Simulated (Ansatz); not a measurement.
Mo: which structure is lowest?

The calculation used DFT, PBEsol, plane waves (420 eV) with PAW, scalar-relativistic (Ansatz). The PAW files were generated under PBE, with cores re-solved for the functional.

Each structure is relaxed within its own symmetry, so a high-lying one may be dynamically unstable.

```json
{"structure": "bcc", "ΔE (meV/atom)": "0", "V (Å³/atom)": "15.36", "cell": "a = 3.132 Å", "magnetic state": "spin not included"}
{"structure": "A15", "ΔE (meV/atom)": "105", "V (Å³/atom)": "15.56", "cell": "a = 4.993 Å", "magnetic state": "spin not included"}
{"structure": "omega (AlB2-type)", "ΔE (meV/atom)": "413", "V (Å³/atom)": "15.63", "cell": "a = 4.620 Å, c = 2.536 Å (c/a = 0.549)", "magnetic state": "spin not included"}
{"structure": "fcc", "ΔE (meV/atom)": "436", "V (Å³/atom)": "15.54", "cell": "a = 3.961 Å", "magnetic state": "spin not included"}
{"structure": "dhcp", "ΔE (meV/atom)": "438", "V (Å³/atom)": "15.58", "cell": "a = 2.749 Å, c = 9.520 Å (c/a = 3.463)", "magnetic state": "spin not included"}
{"structure": "hcp", "ΔE (meV/atom)": "452", "V (Å³/atom)": "15.61", "cell": "a = 2.734 Å, c = 4.823 Å (c/a = 1.764)", "magnetic state": "spin not included"}
{"structure": "simple cubic", "ΔE (meV/atom)": "1206", "V (Å³/atom)": "17.07", "cell": "a = 2.575 Å", "magnetic state": "spin not included"}
{"structure": "diamond", "ΔE (meV/atom)": "2389", "V (Å³/atom)": "22.10", "cell": "a = 5.613 Å", "magnetic state": "spin not included"}
```

ΔE counts from bcc.

Differences under about 8 meV lie within the error of the k-point mesh.
